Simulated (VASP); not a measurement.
A run of VASP 6.6.1 is set up as follows.

The input INCAR:

```
SYSTEM = C
PREC = Accurate ; ENCUT = 520
EDIFF = 1E-7 ; ISMEAR = 0
SIGMA = 0.02 ; LREAL = .False.
LASPH = .True. ; NELM = 60
ALGO = Normal ; ISIF = 2
LWAVE = .False. ; LCHARG = .False.
GGA = PE ; LORBIT = 11
```

File KPOINTS:

```
regular mesh
0
Gamma
  10 10 10
  0 0 0
```

Contents of POSCAR:

```
C
1.0
    2.6197200000      0.0000000000      0.0000000000
    0.0000000000      2.6197200000      0.0000000000
    0.0000000000      0.0000000000      2.6197200000
C
3
Direct
    0.0000000000      0.5000000000      0.5000000000
    0.5000000000      0.0000000000      0.5000000000
    0.5000000000      0.5000000000      0.0000000000
```

Potentials or basis: VASP PAW PBE potentials, release 64 (C).

Command:

```console
$ cat potpaw_PBE.64/C/POTCAR > POTCAR
$ mpirun -np 1 vasp_std > vasp.out
```

**Question.** Estimate the pressure.

**Answer.** 4.4 GPa.

**Question.** Estimate the band gap on the k mesh.

**Answer.** None (metal or under the smearing width).
